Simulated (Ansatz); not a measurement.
**WSe₂: clamped-ion strain scan**

The calculation used Ansatz, DFT PBEsol, scalar-relativistic, plane waves, PAW. Settings: plane waves to 420 eV, k-mesh 12×12×2 (Γ-centred), Gaussian smearing 0.05 eV. Spin–orbit coupling is left out, which can shift energies with elements as heavy as these. No spin polarisation. Energies are free energies at this smearing, counted from the undisturbed cell; pressure is positive in compression.

Reference structure (relaxed at this level; this form isn't the usual structure):

```
CELL_PARAMETERS angstrom
3.27025 0.00000 0.00000
-1.63513 2.83212 0.00000
0.00000 0.00000 16.66122
ATOMIC_POSITIONS crystal
W 0.00000 0.00000 0.00000
Se 0.33333 0.66667 0.10040
Se 0.33333 0.66667 0.89960
```

The cell holds layers and no dispersion correction was added, so their binding is poorly described.

The cell is strained by ε times the Voigt pattern (1, 0, 0, 0, 0, 0) (xx, yy, zz, yz, xz, xy; engineering shear) with fractional coordinates fixed.

```tsv
ε	ΔE (meV/atom)	stress summed along the pattern (GPa, tension positive)	pressure (GPa)
-0.1000	204.1	-14.67	7.6
-0.0750	106.4	-9.83	5.2
-0.0500	43.9	-5.87	3.2
0.0000	0.0	0.00	0.0
0.0250	9.0	2.16	-1.2
0.0500	33.5	3.91	-2.3
0.0750	70.8	5.32	-3.1
0.1000	118.3	6.47	-3.9
```